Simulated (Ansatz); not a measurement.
## Si3C2 and its competing phases

The calculation used DFT PBE, scalar-relativistic, plane waves, PAW in Ansatz 0.2.0. Settings: cutoff 420 eV, Γ-centred meshes spaced at most about 0.3 Å⁻¹, and about 0.25 Å⁻¹ or finer for metals (2π included), Gaussian smearing. No spin polarisation.

The zero of energy is the elements' standard structures at the same level; no fitted shifts are applied.

Temperature and zero-point effects are left out. The reference form of C is held partly by dispersion forces, which this level lacks.

The competitors are the elements and 2 reference phases of this chemical system (from databases or known types: Si7C, SiC), relaxed at the same level; other known phases may be missing.

The candidate was reached from: Si and C ordered on hcp sites.

```
Si C
1.0
     2.89699    0.00000    0.00000
    -1.44850    2.50887    0.00000
     0.00000    0.00000   14.36774
Si C
6 4
Cartesian
  1.4485 0.8363 1.1284
  1.4485 0.8363 3.5919
  1.4485 0.8363 6.0554
  0.0000 1.6726 10.7758
  0.0000 1.6726 13.2393
  0.0000 1.6726 8.3123
  1.4485 0.8363 12.2080
  1.4485 0.8363 9.3436
  0.0000 1.6726 2.1598
  0.0000 1.6726 5.0241
```

Problem. Where does it stand against these competitors?

Solution. Not stable. Its formation energy is 0.764 eV/atom. The lowest competing mixture at this composition is this:

```tsv
phase	space group	source	share of atoms	ΔE_f (eV/atom)
Si	-	element	0.2000	-0.0007
SiC	P6_3mc (No. 186)	Materials Project	0.8000	-0.204
```

The lowest database cell of Si (-0.0007) lies slightly below the reference, hence the non-zero entry.

The mixture lies at -0.163 eV/atom, and the candidate lies 0.93 eV/atom above it. The candidate matches no cell in the subsets of the Crystallography Open Database and the Materials Project at hand. A phase this far over the hull is unlikely to be made. It holds Si–Si units of three or more atoms (shortest 2.46 Å).
